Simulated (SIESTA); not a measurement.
# SiNi3 under changes of volume

One of the cells (11.109 Å³/atom); the others are scaled copies at fixed shape and fractional positions:

```xyz
4
Lattice="3.5420 0.0000 0.0000 0.0000 3.5420 0.0000 0.0000 0.0000 3.5420" Properties=species:S:1:pos:R:3 pbc="T T T"
Ni    1.7710    1.7710    0.0000
Ni    1.7710    0.0000    1.7710
Ni    0.0000    1.7710    1.7710
Si    0.0000    0.0000    0.0000
```

| Property | Result |
| --- | --- |
| Program | SIESTA 5.4.2 |
| Functional | PBEsol |
| Potentials or basis | PseudoDojo 0.4 standard (PBEsol files) |
| Basis | DZP (energy shift 0.003 Ry; two zetas on semicore shells) |
| Grid cutoff | 800 Ry |
| Energy shift | 0.003 Ry |
| k mesh | 6 × 6 × 6 |
| Occupations | fermi-dirac, width 0.05 eV |
| Spin | collinear spin, ferromagnetic start |
| Starting moments | [1.0, 1.0, 1.0, 0.0] μB |

| volume (Å³/atom) | energy over the lowest point (meV/atom) | pressure (GPa) |
| --- | --- | --- |
| 10.443 | 0.00 | -0.7 |
| 10.665 | 4.41 | -5.6 |
| 10.887 | 15.50 | -10.2 |
| 11.109 | 32.28 | -13.7 |
| 11.331 | 53.42 | -16.6 |
| 11.554 | ? | ? |
| 11.776 | 108.16 | -22.9 |

Problem. What does the run at 11.554 Å³/atom give?

Solution. Energy over the lowest point 78.53 meV/atom; pressure -19.7 GPa.

Worked out: A Birch-Murnaghan fit of order 3 (a polynomial in V^(-2/3)) to the other rows has its minimum at 10.42 Å³/atom, just outside them, with B0 = V·E''(V) = 261 GPa and B' = 6.0. It gives 79.16 meV/atom at 11.554 Å³/atom, against the run's 78.53, and -dE/dV = -19.7 GPa, against -19.7.

Energies are extrapolated to zero smearing.

Caveats: short orbitals over semicore shells can move pressures by several GPa; the basis of atomic orbitals isn't converged, which shifts pressures, moduli and gaps.
